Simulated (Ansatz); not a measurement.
# Mo2CCl2 MXene monolayer in a perpendicular field, part 2 of 2

Aim: how the Mo2CCl2 MXene monolayer screens a field along its normal, and what the field does to its bands. A positive field points along +c.

Ansatz 0.2.0; plane-wave DFT, PBE-D3(BJ), Ansatz PAW.

So far. Step 2 (Relaxation): The lattice constant a goes from 3.025 to 3.332 Å.

**3. Atoms held, field 0**

A sawtooth potential applies the field, turning back in the middle of the vacuum. With the dipole correction the typed value is the field outside the slab. The induced dipole is small, so the SCF threshold is tight.

The cell differs from the one that the last finished run ended in (c 42.397 → 23.405 Å).

input.yaml

```yaml
crystal:
  lattice:
    - [3.332151681, 0.0, 0.0]
    - [-1.6660758405, 2.885728005, 0.0]
    - [0.0, 0.0, 23.4052460708]
  atoms:
    - { symbol: Cl, position: [0.3333333333, 0.6666666667, 0.3845291766] }
    - { symbol: Mo, position: [0.6666666667, 0.3333333333, 0.460177754] }
    - { symbol: C, position: [0.0, 0.0, 0.5] }
    - { symbol: Mo, position: [0.3333333333, 0.6666666667, 0.539822246] }
    - { symbol: Cl, position: [0.6666666667, 0.3333333333, 0.6154708234] }
kpoints:
  mp_grid: { grid: [18, 18, 1] }
  band_path:
    path: [[0, 0, 0], [0.5, 0, 0], [0.33333333, 0.33333333, 0], [0, 0, 0]]
    npoints: 16
hamiltonian:
  xc: pbe
  dispersion: d3bj
scf:
  occupations: { method: fermi_dirac, width: 0.02585 }
  convergence: { dr2_threshold: 1.0e-10 }
efield:
  axis: 3
  dipole_correction: true
  ramp_position: 0.97
  ramp_width: 0.06
  amplitude: 0
output:
  dos: { projected: true, e_range: [-6, 5] }
  write_potential: true
  write_density: true
  volumetric_format: npy
  elf: true
```

Run with:

```bash
$ ansatz run input.yaml --threads 2 --pin off --max-ram 3072MiB --backend cpu --events-out ev --progress --plain --runs-dir out
```

Numbers of over 12 decimals in the logs are rounded to 6 here.

The program printed:

```text
[...]
Crystal: 5 atoms, lattice volume = 225.057 Å³
Basis set: ecut = 420 eV, 4447 PW (Γ)
Bands: 28, of which v1, the nominal top of the filled ones, is band 23 counted from 1 (22 counted from 0)
Symmetry: 6 space group operations
k-points: 37 of 324 (time reversal used)
[...]
SCF iter   1: F=—  HF=-12325.727550 eV  |F-HF|=—  |Δ(HF+E_count)|=         —  Δρ=9.29e-3  dr2=5.92e-1  ethr=1.77e-3  p=0.000 e·Å  D=4.34e-14 V/Å  ΔV_dip=-0.00 eV  dr2_dipole=1.88e-7  V_vac-E_F(+/−)=5.73/5.73 eV  ⟨swp⟩=10.5  Hψ=6094  notcnv=0
efield: sawtooth ramp at fractional position 0.9700 (set: `efield.ramp_position`, or a place that a band, a saddle search or an elastic batch's reference lends), width 0.0600; the density the first Hamiltonian is built on has a dipole p = 0.000 e·Å; the dipole correction subtracts the counter field D = 4.34e-14 V/Å, which shifts the + side's vacuum level by -0.00 eV against the − side's; the planar-averaged density in the ramp window peaks in size at 7.7e-6 e/Å³
[...]
SCF iter   2: F=—  HF=-12326.021134 eV  |F-HF|=—  |Δ(HF+E_count)|=   2.94e-1  Δρ=1.21e-2  dr2=2.24e0  ethr=1.29e-3  p=0.000 e·Å  D=1.44e-4 V/Å  ΔV_dip=-0.00 eV  dr2_dipole=1.05e-5  V_vac-E_F(+/−)=2.86/2.86 eV  ⟨swp⟩=4.0  Hψ=2249  notcnv=0  defer=3  recentre
[...]
SCF iter  12: F=-12325.638674 eV  HF=-12325.638674 eV  |F-HF|=1.09e-11  |Δ(HF+E_count)|=  2.91e-11  Δρ=6.97e-8  dr2=1.19e-11  ethr=1.00e-12  p=-0.000 e·Å  D=-8.53e-8 V/Å  ΔV_dip=0.00 eV  dr2_dipole=2.38e-13  V_vac-E_F(+/−)=4.41/4.41 eV  ⟨swp⟩=4.8  Hψ=2829  notcnv=0
SCF 1 converged in 12 iterations: F = -12325.638674 eV  dr2 = 1.19e-11
[...]
NSCF: frozen V_eff on 49 k-points
efield: sawtooth ramp at fractional position 0.9700 (kept from the solve that this one continues, or follows in the run), width 0.0600; the density the first Hamiltonian is built on has a dipole p = -0.000 e·Å; the dipole correction subtracts the counter field D = -8.53e-8 V/Å, which shifts the + side's vacuum level by +0.00 eV against the − side's; the planar-averaged density in the ramp window peaks in size at 2.7e-6 e/Å³
WARN: The output density's exchange-correlation potential varies sharply where the density is thin. Do not read a vacuum level from v_tot or v_xc, or from such a field of the output density. On a cell that repeats whose density bears no net charge and no dipole along the vacuum's axis use v_es (v_loc + v_h of the components); under efield.dipole_correction with no amplitude use v_es + v_field, which holds any externa [...]
SCF converged after 12 iterations
Free energy (F): -12325.638674 eV
[...]
Internal energy: -12325.635637 eV  (E = F + TS)
E sigma→0 (E₀):  -12325.637155 eV
Entropy (-TS):   -0.003037 eV (-0.607 meV/atom)
Fermi energy:    1.683893 eV
Dipole field:    D = -0.000001 V/Å  (p = -0.000001 e·Å, saw-weighted, corrected)
Work function:   Φ+ = 4.4120 eV   Φ− = 4.4120 eV
Levels:          The Fermi level and band energies are counted from a zero that moves with the ramp; work functions are not
[...]
--- Band table (eV; the first three rows and the last of 37) ---
  k-point 0: bands = [... 19 lower, -1.4362, -1.3387, -1.3387, 1.5536, 2.2082, 2.2082, 2.7479, 2.8236, ... 1 higher]
  k-point 1: bands = [... 19 lower, -1.6510, -1.2080, -1.1236, 1.5257, 2.0875, 2.2121, 2.8304, 2.8641, ... 1 higher]
  k-point 2: bands = [... 19 lower, -1.8757, -1.1998, -0.8721, 1.4307, 1.8883, 2.2218, 2.8871, 2.9776, ... 1 higher]
  k-point 36: bands = [... 19 lower, -2.3253, -0.1158, 0.0392, 0.0392, 2.6339, 2.6339, 3.1139, 4.7042, ... 1 higher]
```

Wall time 23 s (2 threads of Arm Neoverse V1, shared host); peak memory 0.57 GiB; 46 s of CPU time.

This step gave:

- energy at zero smearing: -12325.6372 eV
- dipole along the normal: -8.75e-7 e·Å
- gap along the path: 0.05804 eV
- smallest direct gap along the path: 0.3015 eV
- ionisation energy, upper face: 4.428 eV
- electron affinity, upper face: 4.370 eV
- gap, the smaller of path and mesh: 0.05804 eV

Running mean over a fixed 2.8 Å (it still follows the layers) of the planar mean; the ramp of the sawtooth is left out. The electron's electrostatic potential energy less the Fermi level by z:

z (Å), electron's electrostatic potential energy less the Fermi level (eV) and a bar from the least value:
```
      3.0        4.4 ##############################
      3.5        4.4 ##############################
      4.0        4.4 ##############################
      4.5        4.4 ##############################
      5.0        4.4 ##############################
      5.5        4.4 ##############################
      6.0        4.4 ##############################
      6.5        4.3 ##############################
      7.0        3.8 #############################
      7.5        2.0 ##########################
      8.0       -0.3 #######################
      8.5       -1.9 ####################
      9.0       -4.3 #################
      9.5       -7.8 ###########
     10.0      -10.5 #######
     10.5      -11.6 ######
     11.0      -13.1 ###
     11.5      -15.3 
     12.0      -15.0 
     12.5      -12.7 ####
     13.0      -11.4 ######
     13.5      -10.1 ########
     14.0       -7.1 ############
     14.5       -3.7 ##################
     15.0       -1.6 #####################
     15.5        0.1 #######################
     16.0        2.4 ###########################
     16.5        4.0 #############################
     17.0        4.3 ##############################
     17.5        4.4 ##############################
     18.0        4.4 ##############################
     18.5        4.4 ##############################
     19.0        4.4 ##############################
     19.5        4.4 ##############################
     20.0        4.4 ##############################
```

The density of states has structure finer than the step of the table below, so its rows give means over 0.2 eV, whole bins alone (the curve runs from -6 to 0.81 eV). Peaks (eV: height): -5.28: 8.30, -4.57: 10.6, -4.43: 8.72, -4.32: 12.9, -0.32: 6.16, 0.09: 5.38, 0.53: 27.5.

Density of states against energy, zero at the Fermi level of the run, which the smearing sets inside the gap; means over each step:

energy (eV), density of states (states/eV a cell) and a bar:
```
     -5.8        3.7 ##########
     -5.6        4.0 ##########
     -5.4        5.0 ##############
     -5.2        3.1 #######
     -5.0        4.2 ###########
     -4.8        5.6 ################
     -4.6        7.8 ######################
     -4.4        7.6 ######################
     -4.2        6.5 ##################
     -4.0        6.0 #################
     -3.8        1.6 ###
     -3.6        1.3 ##
     -3.4        1.5 ###
     -3.2        1.6 ###
     -3.0        2.1 #####
     -2.8        2.8 #######
     -2.6        1.2 #
     -2.4        1.1 #
     -2.2        1.3 ##
     -2.0        1.8 ####
     -1.8        1.6 ###
     -1.6        1.4 ##
     -1.4        1.1 #
     -1.2        1.1 #
     -1.0        1.0 #
     -0.8        0.7 
     -0.6        1.3 ##
     -0.4        3.4 #########
     -0.2        4.0 ##########
      0.0        1.6 ###
      0.2        2.2 #####
      0.4        3.1 ########
      0.6       10.2 ##############################
```

Projected DOS per atom over height of the atomic layer and energy from the Fermi level. Layers: Cl Mo C Mo Cl from below.

Ten even steps from '_' (0.03 states/eV) to '@' (2.88 states/eV), each cell a mean:
```
..@@__@@..
__++__++__
__::__::__
__++__++__
__::__::__
__..__..__
__..__..__
__..__..__
__::__::__
__..__..__
__..__..__
__::__::__
__::__::__
__..__..__
__..__..__
--::++::--
**--==--**
##::--::##
==::--::==
==......==
==......==
==::::::==
```
Columns: height of the atomic layer (Å) from 9 to 14.4 (not evenly spaced); rows upwards: energy from the Fermi level (eV) from -5.96 to 0.79.

The electronic bands at the labelled points (eV, zero at the Fermi level of the run, which the smearing sets inside the gap):

```tsv
point	band 20	band 21	band 22	band 23	band 24	band 25	band 26	band 27
Γ	-3.12	-3.02	-3.02	-0.13	0.52	0.52	1.06	1.14
halfway	-3.85	-3.31	-1.87	-0.61	0.17	0.58	1.47	1.71
M	-3.86	-3.83	-0.78	-0.02	0.46	0.52	1.98	2.05
halfway	-3.90	-2.89	-1.21	-0.66	0.76	0.78	1.71	2.49
K	-4.01	-1.80	-1.64	-1.64	0.95	0.95	1.43	3.02
halfway	-4.33	-2.83	-2.22	-0.15	0.16	0.47	1.61	1.73
Γ	-3.12	-3.02	-3.02	-0.13	0.52	0.52	1.06	1.14
```

Valence density in the ca plane at fractional y = 0.333, with atoms of Mo and Cl within 0.2 Å of it. It is the smooth field of the valence electrons, not physical close to the nuclei.

Values in e/Å³, 5 rows by 16 columns, each cell a mean:
```
0.0 0.0 0.0 0.0 0.0 0.1 0.3 2.3 1.1 0.3 0.5 1.2 0.3 0.0 0.0 0.0
0.0 0.0 0.0 0.0 0.0 0.0 0.4 5.4 2.7 0.2 0.8 1.2 0.5 0.0 0.0 0.0
0.0 0.0 0.0 0.0 0.0 0.1 0.3 2.5 1.2 0.3 0.5 1.2 0.3 0.0 0.0 0.0
0.0 0.0 0.0 0.0 0.0 0.3 0.4 0.3 0.5 0.6 0.2 0.2 0.0 0.0 0.0 0.0
0.0 0.0 0.0 0.0 0.0 0.3 0.4 0.3 0.5 0.6 0.2 0.2 0.0 0.0 0.0 0.0
```
Columns run along c (16.0 Å, from fractional 0.14 to 0.82 of the cell), rows up along a (3.3 Å). Atoms in or near the plane, at fractional coordinates: Mo at (0.46, 0.67), Cl at (0.62, 0.67).

Electrostatic potential energy in the ca plane at fractional y = 0.333, with atoms of Mo and Cl within 0.2 Å of it. With pseudopotentials it is smooth inside the atoms' cores, unlike the true potential.

Ten even steps from '0' (-52 eV) to '9' (6 eV), each cell a mean:
```
99999999999999999999998644688888876689999999
99999999999999999999986100278999731158999999
99999999999999999999984000068999610038999999
99999999999999999999985000168999720048999999
99999999999999999999987311478888864479999999
99999999999999999999998766788888888899999999
99999999999999999998889988887667899999999999
99999999999999999998889999887667899999999999
99999999999999999999898888888778899999999999
```
Columns run along c (16.0 Å, from fractional 0.08 to 0.76 of the cell; values clipped at the 3rd and 97th percentile), rows up along a (3.3 Å). Atoms in or near the plane, at fractional coordinates: Mo at (0.46, 0.67), Cl at (0.62, 0.67).

ELF in the ca plane at fractional y = 0.333, with atoms of Mo and Cl within 0.2 Å of it. It is the smooth field of the valence electrons, not physical close to the nuclei.

Ten even steps from '0' (0.00) to '9' (0.89), each cell a mean:
```
00000000000001345312453333113799986410000000
00000000000000011125777432116888998620000000
00000000000000000137648632127864899631000000
00000000000000001137767532126876899631000000
00000000000001233213675332114899997520000000
00000000000013566531233342212578874200000000
00000000000135788752124543321123210000000000
00000000000136888852135543331111000000000000
00000000000024688741123542211356542100000000
```
Columns run along c (16.0 Å, from fractional 0.14 to 0.82 of the cell), rows up along a (3.3 Å). Atoms in or near the plane, at fractional coordinates: Mo at (0.46, 0.67), Cl at (0.62, 0.67).

The gap is 0.06 eV, with the valence edge 4.43 eV and the conduction edge 4.37 eV under the upper vacuum level.

**4. Atoms held, field 0.1 V/Å**

Changes to input.yaml since step 3:

```diff
@@ -27,5 +27,4 @@
   ramp_width: 0.06
-  amplitude: 0
+  amplitude: 0.1
 output:
-  dos: { projected: true, e_range: [-6, 5] }
   write_potential: true
@@ -33,2 +32 @@
   volumetric_format: npy
-  elf: true
```

The program printed:

```text
[...]
Crystal: 5 atoms, lattice volume = 225.057 Å³
Basis set: ecut = 420 eV, 4447 PW (Γ)
Bands: 28, of which v1, the nominal top of the filled ones, is band 23 counted from 1 (22 counted from 0)
Symmetry: 6 space group operations
k-points: 37 of 324 (time reversal used)
[...]
k-point 0: bands = [... 19 lower, -1.4364, -1.3390, -1.3390, 1.5533, 2.2079, 2.2079, 2.7475, 2.8232, ... 1 higher]
  k-point 1: bands = [... 19 lower, -1.6511, -1.2083, -1.1239, 1.5254, 2.0872, 2.2118, 2.8301, 2.8638, ... 1 higher]
  k-point 2: bands = [... 19 lower, -1.8757, -1.2001, -0.8724, 1.4304, 1.8880, 2.2215, 2.8868, 2.9773, ... 1 higher]
  k-point 36: bands = [... 19 lower, -2.3257, -0.1161, 0.0355, 0.0422, 2.6328, 2.6344, 3.1135, 4.7039, ... 1 higher]
[key lines of the parts left out:]
SCF converged after 13 iterations
Free energy (F): -12325.640515 eV
Fermi energy:    1.683555 eV
Dipole field:    D = 0.029609 V/Å  (p = 0.036826 e·Å, saw-weighted, corrected)
```

It took 25 s on 2 threads; peak memory 0.56 GiB.

The dipole is 0.0368 e·Å, and the gap 0.058 eV.

**5. Single point, field -0.1 V/Å**

Changes to input.yaml since step 4:

```diff
@@ -27,3 +27,3 @@
   ramp_width: 0.06
-  amplitude: 0.1
+  amplitude: -0.1
 output:
```

The program printed:

```text
[...]
Crystal: 5 atoms, lattice volume = 225.057 Å³
Basis set: ecut = 420 eV, 4447 PW (Γ)
Bands: 28, of which v1, the nominal top of the filled ones, is band 23 counted from 1 (22 counted from 0)
Symmetry: 6 space group operations
k-points: 37 of 324 (time reversal used)
[...]
k-point 0: bands = [... 19 lower, -1.4364, -1.3390, -1.3390, 1.5533, 2.2079, 2.2079, 2.7475, 2.8232, ... 1 higher]
  k-point 1: bands = [... 19 lower, -1.6511, -1.2083, -1.1239, 1.5254, 2.0872, 2.2118, 2.8301, 2.8638, ... 1 higher]
  k-point 2: bands = [... 19 lower, -1.8757, -1.2001, -0.8724, 1.4304, 1.8880, 2.2215, 2.8868, 2.9773, ... 1 higher]
  k-point 36: bands = [... 19 lower, -2.3257, -0.1161, 0.0355, 0.0422, 2.6328, 2.6344, 3.1135, 4.7039, ... 1 higher]
[key lines of the parts left out:]
SCF converged after 13 iterations
Free energy (F): -12325.640515 eV
Fermi energy:    1.683556 eV
Dipole field:    D = -0.029609 V/Å  (p = -0.036827 e·Å, saw-weighted, corrected)
```

Run time: 25 s. Hardware: 2 threads; peak memory 0.56 GiB.

The dipole is -0.0368 e·Å, and the gap 0.058 eV.

**6. Response, atoms held**

This step: plane-wave DFT, PBE-D3(BJ), Ansatz PAW; response to a field along the normal, atoms held (Ansatz 0.2.0).

The dipoles give the slope, and the difference of two potentials shows where the field is screened.

This step gave:

- equivalent conductor thickness p/(ε₀AE): 6.930 Å
- distance between the outer atoms: 5.405 Å

The dipole of the cell by applied field:

```tsv
applied field (V/Å)	dipole of the cell (e·Å)
-0.1000	-0.0368
0.0000	-8.7e-7
0.1000	0.0368
```

Local field over the applied field, running mean. From the potentials at -0.1 and 0.1 V/Å; running mean over 2.5 Å. Table of local field over applied field by z:

z (Å), local field over applied field and a bar:
```
      4.5      0.999 ##############################
      5.0      0.998 ##############################
      5.5      0.994 ##############################
      6.0      0.982 #############################
      6.5      0.947 ############################
      7.0      0.864 ##########################
      7.5      0.721 #####################
      8.0      0.547 ################
      8.5      0.371 ###########
      9.0      0.227 ######
      9.5      0.129 ###
     10.0      0.079 ##
     10.5      0.053 #
     11.0      0.039 
     11.5      0.027 
     12.0      0.028 
     12.5      0.041 
     13.0      0.057 #
     13.5      0.086 ##
     14.0      0.144 ####
     14.5      0.251 #######
     15.0      0.403 ############
     15.5      0.581 #################
     16.0      0.751 ######################
     16.5      0.884 ##########################
     17.0      0.957 #############################
     17.5      0.985 ##############################
     18.0      0.995 ##############################
     18.5      0.999 ##############################
     19.0      1.000 ##############################
```

Electrons, planar mean, per unit field. Induced electron density against z:

```tsv
z (Å)	induced electron density (e/Å³ per V/Å)
4.5	2.0e-6
5.0	6.8e-6
5.5	2.3e-5
6.0	7.5e-5
6.5	2.4e-4
7.0	7.0e-4
7.5	0.00186
8.0	0.00355
8.5	0.00275
9.0	0.00119
9.5	-1.5e-4
10.0	-5.3e-4
10.5	6.9e-4
11.0	5.1e-4
11.5	5.8e-4
12.0	-7.4e-4
12.5	-6.2e-4
13.0	-5.0e-4
13.5	7.1e-4
14.0	-1.4e-4
14.5	-0.00144
15.0	-0.00316
15.5	-0.00330
16.0	-0.00157
16.5	-5.8e-4
17.0	-1.9e-4
17.5	-6.0e-5
18.0	-1.8e-5
18.5	-5.5e-6
19.0	-1.6e-6
```

The smaller of the gaps on the path and on the k-mesh, counted as 0 under 0.03 eV. The gap stays at 0.058 eV for applied field from -0.1 to 0.1 V/Å.

By hand: between -0.1 and 0.1 V/Å the dipole changes by 0.07365 e·Å, a slope of 0.3683 e·Å²/V. A perfect conductor of thickness t has p = ε₀AEt, so t = 180.95 × 0.3683 / 9.616 = 6.93 Å (e/ε₀ = 180.95 V·Å, A in Å²).

The induced dipole is that of a conductor 6.93 Å thick.

**7. Results**

| Property | Result |
| --- | --- |
| gap without field | 0.0580 eV |
| ionisation energy, upper face | 4.43 eV |
| electron affinity, upper face | 4.37 eV |
| equivalent conductor thickness, atoms held | 6.93 Å |

What this shows: The induced dipole equals that of a perfect conductor 6.93 Å thick, while the outer atoms lie 5.41 Å apart; an out-of-plane ε follows only once a thickness t is chosen, by 1 − 1/ε = 6.93 Å / t. The gap stays within 0.01 eV of 0.06 eV over the fields run, up to 0.1 V/Å in size. Semilocal functionals give gaps that are too small, and excitons are not included. Spin-orbit coupling is left out, which matters for the bands of elements this heavy. The MXene's terminations sit over the metal atoms of its far layer; the site over carbon or nitrogen, which some compounds prefer, was not run.

[Logs are printed without paths, hosts, clocks, repeated set-up lines and the standing remarks that a program may print on its own settings, such as how far it seeks lower states.]

[Hosts, paths, dates, database ids (printed as entryN), source tags and the programs' standing remarks are cut or masked in the printed files.]

[Maps of the electrostatic potential energy from Ansatz leave out the sawtooth potential of an applied field or a dipole correction, so their vacuum need not be flat; planar profiles and work functions include it.]

[The density of states shown here was stored with 400 of the rows of the run's finer table, so its peaks can read low, often by over a quarter, or be missed, and its means over a window can be off by a tenth or more.]
